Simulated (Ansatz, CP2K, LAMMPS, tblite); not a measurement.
# CP2K on InP with crystalline order left by the classical run (76 atoms): settings against a plane-wave reference, part 2 of 3

Wanted: CP2K inputs and outputs for InP with crystalline order left by the classical run (76 atoms), checked against a plane-wave reference.

Program: CP2K 2026.2; the method stands at each step. Banners, paths, timers and routine set-up lines are dropped from the logs unmarked, and long logs keep their key lines alone; longer cuts are marked.

So far. Step 2 (PBE, DZVP-MOLOPT-SR, 800/60 Ry, diagonalisation): Forces lie 11 % from the reference's, at 5.3 times its CPU time (on 2 against 4 cores). Step 3 (PBE, TZVP-UZH, 800/60 Ry, diagonalisation): Against the first run (11 %), the force difference from the reference is 12 %, at 1.4 times the CPU time, with 1938 basis functions against 1444; this set comes with other potentials too, so the change isn't the basis's alone.

## Step 4: PBE, DZVP-MOLOPT-SR, 560/60 Ry, diagonalisation

Method: Kohn-Sham DFT, PBE, GTH-PBE pseudopotentials, Gaussian and plane waves, DZVP-MOLOPT-SR-GTH, diagonalisation.

File input.inp:

```
&GLOBAL
  PROJECT cell
  RUN_TYPE ENERGY_FORCE
  PRINT_LEVEL LOW
&END GLOBAL
&FORCE_EVAL
  METHOD QS
  STRESS_TENSOR ANALYTICAL
  &DFT
    BASIS_SET_FILE_NAME BASIS_MOLOPT
    POTENTIAL_FILE_NAME GTH_POTENTIALS
    &MGRID
      CUTOFF 560
      REL_CUTOFF 60
    &END MGRID
    &QS
      EPS_DEFAULT 1.0E-12
    &END QS
    &SCF
      SCF_GUESS ATOMIC
      EPS_SCF 1.0E-06
      MAX_SCF 200
      ADDED_MOS 53
      &DIAGONALIZATION
        ALGORITHM STANDARD
      &END DIAGONALIZATION
      &SMEAR ON
        METHOD FERMI_DIRAC
        ELECTRONIC_TEMPERATURE [K] 580
      &END SMEAR
      &MIXING
        METHOD BROYDEN_MIXING
        ALPHA 0.15
        NBROYDEN 8
      &END MIXING
      &PRINT
        &RESTART OFF
        &END RESTART
      &END PRINT
    &END SCF
    &XC
      &XC_FUNCTIONAL PBE
      &END XC_FUNCTIONAL
    &END XC
    &PRINT
      &MULLIKEN ON
      &END MULLIKEN
      &HIRSHFELD ON
        SHAPE_FUNCTION DENSITY
      &END HIRSHFELD
      &MO ON
        EIGENVALUES T
        OCCUPATION_NUMBERS T
        MO_INDEX_RANGE 331 354
        &EACH
          QS_SCF 0
        &END EACH
        ADD_LAST NUMERIC
      &END MO
    &END PRINT
  &END DFT
  &SUBSYS
    &CELL
      A 12.38380 0.00000 0.00000
      B 0.00000 12.38380 0.00000
      C 0.00000 0.00000 12.38380
    &END CELL
    &COORD
      SCALED
[... 76 atom lines left out: the same atoms as in the first run ...]
    &END COORD
    &KIND In
      BASIS_SET DZVP-MOLOPT-SR-GTH-q13
      POTENTIAL GTH-PBE-q13
    &END KIND
    &KIND P
      BASIS_SET DZVP-MOLOPT-SR-GTH-q5
      POTENTIAL GTH-PBE-q5
    &END KIND
  &END SUBSYS
  &PRINT
    &FORCES ON
    &END FORCES
    &STRESS_TENSOR ON
    &END STRESS_TENSOR
  &END PRINT
&END FORCE_EVAL
```

Launch:

```
> OMP_NUM_THREADS=2 cp2k.psmp -i input.inp > output.txt
```

Numbers of over 12 decimals in the logs are rounded to 6 here.

Output:

```text
CP2K| version string:                                       CP2K version 2026.2
 CP2K| Input file name                                                 input.inp
 GLOBAL| Basis set file name                                        BASIS_MOLOPT
 GLOBAL| Potential file name                                      GTH_POTENTIALS
[... lines left out ...]
 Number of electrons:                                                        684
[... lines left out ...]
  Step     Update method      Time    Convergence         Total energy    Change
[... lines left out ...]
  *** SCF run converged in    18 steps ***
[... lines left out ...]
  Fermi energy:                                                 0.183526
  Total energy:                                             -2389.900446
  Total energy (extrapolated to T->0):                      -2389.894578
[... lines left out ...]
 MO| E(Fermi):            0.183526 a.u.          4.994004 eV
[... lines left out ...]
 ENERGY| Total FORCE_EVAL ( QS ) energy [hartree]          -2389.900448
[... lines left out ...]
 FORCES|      1 -7.79842360E-03 -4.64735550E-03 -3.22637622E-03   9.63446040E-03
 FORCES|      2  3.15665150E-03  1.88145532E-03 -8.14618041E-04   3.76403047E-03
 FORCES|      3 -9.73707973E-04  1.17913755E-03  2.11285726E-03   2.60818680E-03
[...]
FORCES|     75  4.89455977E-04 -3.19096646E-03 -8.67405618E-06   3.22829821E-03
 FORCES|     76  6.69055308E-03  5.81631863E-04 -2.94875804E-04   6.72225765E-03
 FORCES| Sum    -1.60413889E-04 -9.21035775E-05  2.55301734E-04
 FORCES| Total atomic force                                       3.15269187E-04
 STRESS| Analytical stress tensor [bar]
 STRESS|                        x                   y                   z
 STRESS|      x       -2.99380908722E+03   1.40121581865E+04   1.27717177689E+04
 STRESS|      y        1.40121581865E+04  -9.91532240676E+02  -1.29448765358E+04
 STRESS|      z        1.27717177689E+04  -1.29448765358E+04  -2.08327399665E+03
 STRESS| 1/3 Trace                                            -2.02287177485E+03
```

The job ended after 5.1 min (2 threads of Arm Neoverse V2, shared host; peak memory 4.2 GiB).

Compared with the plane-wave run:

| Quantity | Value |
| --- | --- |
| r.m.s. force component | 0.1917 eV/Å |
| r.m.s. difference of force components | 20.35 meV/Å |
| longest difference of force vectors | 49.13 meV/Å |
| force difference over r.m.s. force | 10.77 % |
| slope of forces against the reference's | 1.009 |
| correlation of force components | 0.9944 |
| pressure | -0.2023 GPa |
| pressure difference | 0.4551 GPa |
| energy less the same-level run's | -0.0011 meV/atom |
| r.m.s. force difference from the same-level run | 1.365 meV/Å |

Against the first run (11 %), the force difference from the reference is 11 %, at 0.93 times the CPU time: the change moves forces by 1.4 meV/Å r.m.s., so most of the difference comes from elsewhere.

## Step 5: PBE, DZVP-MOLOPT-SR, 280/60 Ry, diagonalisation

Method: Kohn-Sham DFT, PBE, GTH-PBE pseudopotentials, Gaussian and plane waves, DZVP-MOLOPT-SR-GTH, diagonalisation.

input.inp: that of step 4 with these lines changed.

```diff
@@ -12,3 +12,3 @@
     &MGRID
-      CUTOFF 560
+      CUTOFF 280
       REL_CUTOFF 60
```

Output:

```text
CP2K| version string:                                       CP2K version 2026.2
 CP2K| Input file name                                                 input.inp
 GLOBAL| Basis set file name                                        BASIS_MOLOPT
 GLOBAL| Potential file name                                      GTH_POTENTIALS
 GLOBAL| Run type                                                   ENERGY_FORCE
 GLOBAL| Total number of message passing processes                             1
 GLOBAL| Number of threads for this process                                    2
[... lines left out ...]
                        Smear method:                                FERMI_DIRAC
[... lines left out ...]
 Number of electrons:                                                        684
[... lines left out ...]
  Step     Update method      Time    Convergence         Total energy    Change
[... lines left out ...]
  *** SCF run converged in    18 steps ***
[... lines left out ...]
  Fermi energy:                                                 0.183526
  Total energy:                                             -2389.900408
  Total energy (extrapolated to T->0):                      -2389.894540
[... lines left out ...]
 MO| E(Fermi):            0.183526 a.u.          4.994009 eV
[... lines left out ...]
     76       P      2       5.000          5.247                        -0.247
  Total Charge                                                            0.000
 !-----------------------------------------------------------------------------!
 ENERGY| Total FORCE_EVAL ( QS ) energy [hartree]          -2389.900410
 FORCES| Atomic forces [hartree/bohr]
 FORCES|   Atom     x               y               z               |f|
 FORCES|      1 -8.47135375E-03 -5.21948240E-03 -3.39305474E-03   1.05128327E-02
 FORCES|      2  3.04713025E-03  1.59358086E-03 -3.36848503E-04   3.45513670E-03
 FORCES|      3 -3.19828322E-04  1.59057962E-03  2.79735319E-03   3.23379322E-03
[...]
FORCES|     75  4.89766593E-04 -3.19105418E-03 -8.66916948E-06   3.22843201E-03
 FORCES|     76  6.69111480E-03  5.81928110E-04 -2.94722800E-04   6.72283564E-03
 FORCES| Sum    -5.44881412E-04  7.70235570E-04  2.42073906E-03
 FORCES| Total atomic force                                       2.59810242E-03
 STRESS| Analytical stress tensor [bar]
 STRESS|                        x                   y                   z
 STRESS|      x       -2.99431320781E+03   1.40121399997E+04   1.27716284513E+04
 STRESS|      y        1.40121399997E+04  -9.84649828490E+02  -1.29448895839E+04
 STRESS|      z        1.27716284513E+04  -1.29448895839E+04  -2.10760035265E+03
 STRESS| 1/3 Trace                                            -2.02885446298E+03
```

Wall time 4 min (2 threads); peak memory 1.9 GiB; 7.3 min of CPU time.

Numbers from this run, and their distance from the reference:

```yaml
r_m_s_force_component: 0.1929 eV/Å
r_m_s_difference_of_force_components: 27.48 meV/Å
longest_difference_of_force_vectors: 107 meV/Å
force_difference_over_r_m_s_force: 14.55 %
slope_of_forces_against_the_reference_s: 1.011
correlation_of_force_components: 0.9899
pressure: -0.2029 GPa
pressure_difference: 0.4545 GPa
energy_less_the_same_level_run_s: 0.0125 meV/atom
r_m_s_force_difference_from_the_same_level_run: 19.06 meV/Å
```

This is a coarse setting, run to see what it loses.

Against the first run (11 %), the force difference from the reference is 15 %, at 0.75 times the CPU time: the grid matters here.

## Step 6: PBE, SZV-MOLOPT-SR, 800/60 Ry, diagonalisation

Method: Kohn-Sham DFT, PBE, GTH-PBE pseudopotentials, Gaussian and plane waves, SZV-MOLOPT-SR-GTH, diagonalisation.

input.inp: that of step 5 with these lines changed.

```diff
@@ -12,4 +12,5 @@
     &MGRID
-      CUTOFF 280
+      CUTOFF 800
       REL_CUTOFF 60
+      NGRIDS 5
     &END MGRID
@@ -22,3 +23,3 @@
       MAX_SCF 200
-      ADDED_MOS 53
+      ADDED_MOS 38
       &DIAGONALIZATION
@@ -67,8 +68,8 @@
     &END CELL
-    &COORD
-      SCALED
-[... 76 atom lines left out: the same atoms as in the first run ...]
-    &END COORD
+    &TOPOLOGY
+      COORD_FILE_NAME structure.xyz
+      COORD_FILE_FORMAT XYZ
+    &END TOPOLOGY
     &KIND In
-      BASIS_SET DZVP-MOLOPT-SR-GTH-q13
+      BASIS_SET SZV-MOLOPT-SR-GTH-q13
       POTENTIAL GTH-PBE-q13
@@ -76,3 +77,3 @@
     &KIND P
-      BASIS_SET DZVP-MOLOPT-SR-GTH-q5
+      BASIS_SET SZV-MOLOPT-SR-GTH-q5
       POTENTIAL GTH-PBE-q5
```

File structure.xyz:

```xyz
76

In 5.91772 4.23972 2.23230
In 4.90535 11.05440 0.51219
In 9.14407 6.18298 3.49248
In 2.24704 4.53916 4.43278
In 0.06724 8.14483 4.77012
In 9.42865 3.92009 12.21984
In 6.84601 9.83063 3.71564
In 5.21952 8.77578 9.29206
In 2.58376 2.29150 0.83293
In 0.68705 3.64530 9.97849
In 9.77354 1.61101 8.71151
In 3.19725 10.07794 6.12614
In 11.73662 0.30489 11.89984
In 1.34439 11.45923 2.83577
In 6.54533 12.09563 7.34248
In 0.94872 1.32222 6.34868
In 2.97347 12.36906 9.65354
In 6.11178 1.96370 10.96338
In 4.52987 1.00111 4.06325
In 5.60095 6.51239 5.72416
[... 52 atom lines left out ...]
P 10.37651 6.31289 0.34117
P 8.63460 5.31921 5.90608
P 8.41764 7.57393 9.40302
P 9.59844 10.87496 7.50434
```

Launch:

```
> OMP_NUM_THREADS=1 cp2k.psmp -i input.inp > output.txt
```

Output:

```text
CP2K| version string:                                       CP2K version 2026.2
 CP2K| Input file name                                                 input.inp
 GLOBAL| Basis set file name                                        BASIS_MOLOPT
 GLOBAL| Potential file name                                      GTH_POTENTIALS
 GLOBAL| Run type                                                   ENERGY_FORCE
 GLOBAL| Total number of message passing processes                             1
 GLOBAL| Number of threads for this process                                    1
[... lines left out ...]
                        Smear method:                                FERMI_DIRAC
[... lines left out ...]
 Number of electrons:                                                        684
[... lines left out ...]
  Step     Update method      Time    Convergence         Total energy    Change
[... lines left out ...]
  *** SCF run converged in    16 steps ***
[... lines left out ...]
  Fermi energy:                                                 0.203722
  Total energy:                                             -2388.322337
  Total energy (extrapolated to T->0):                      -2388.318845
[... lines left out ...]
 MO| E(Fermi):            0.203722 a.u.          5.543549 eV
[... lines left out ...]
     76       P      2       5.000          5.249                        -0.249
  Total Charge                                                            0.000
 !-----------------------------------------------------------------------------!
 ENERGY| Total FORCE_EVAL ( QS ) energy [hartree]          -2388.322375
 FORCES| Atomic forces [hartree/bohr]
 FORCES|   Atom     x               y               z               |f|
 FORCES|      1 -1.04153295E-02 -6.84585275E-03 -5.73135171E-03   1.37183520E-02
 FORCES|      2  4.16363129E-03  2.52971054E-03 -1.44653461E-03   5.08209832E-03
 FORCES|      3 -2.93919532E-04  7.94719059E-04  1.40401339E-03   1.63988435E-03
[...]
FORCES|     75 -8.22780667E-04 -3.32109825E-03  1.18426251E-03   3.62065454E-03
 FORCES|     76  8.75908147E-03  1.71272460E-03  6.10031045E-04   8.94578513E-03
 FORCES| Sum    -1.49184078E-05 -1.13654325E-05  3.18457768E-05
 FORCES| Total atomic force                                       3.69578875E-05
 STRESS| Analytical stress tensor [bar]
 STRESS|                        x                   y                   z
 STRESS|      x        3.61356590292E+04   2.11028801604E+04   1.95272881303E+04
 STRESS|      y        2.11028801604E+04   3.89608098998E+04  -1.96913954609E+04
 STRESS|      z        1.95272881303E+04  -1.96913954609E+04   3.74169242493E+04
 STRESS| 1/3 Trace                                             3.75044643928E+04
```

Wall time 4.7 min (1 thread); peak memory 6.5 GiB.

Against the reference:

```yaml
r_m_s_force_component: 0.256 eV/Å
r_m_s_difference_of_force_components: 93.22 meV/Å
longest_difference_of_force_vectors: 285.7 meV/Å
force_difference_over_r_m_s_force: 49.35 %
slope_of_forces_against_the_reference_s: 1.297
correlation_of_force_components: 0.9568
pressure: 3.75 GPa
pressure_difference: 4.408 GPa
```

This is a coarse setting, run to see what it loses.

Against the first run (11 %), the force difference from the reference is 49 %, at 0.47 times the CPU time (on 1 against 2 cores), with 494 basis functions against 1444: the smaller basis costs accuracy.

(Part 2 of 3 ends here.)

[Also dropped from logs without a mark: logging warnings of Python, and SIESTA's first energy breakdown and zero terms.]

[Logs are printed without paths, hosts, clocks, repeated set-up lines and the standing remarks that a program may print on its own settings, such as how far it seeks lower states.]

[Hosts, paths, dates, database ids (printed as entryN), source tags and the programs' standing remarks are cut or masked in the printed files.]
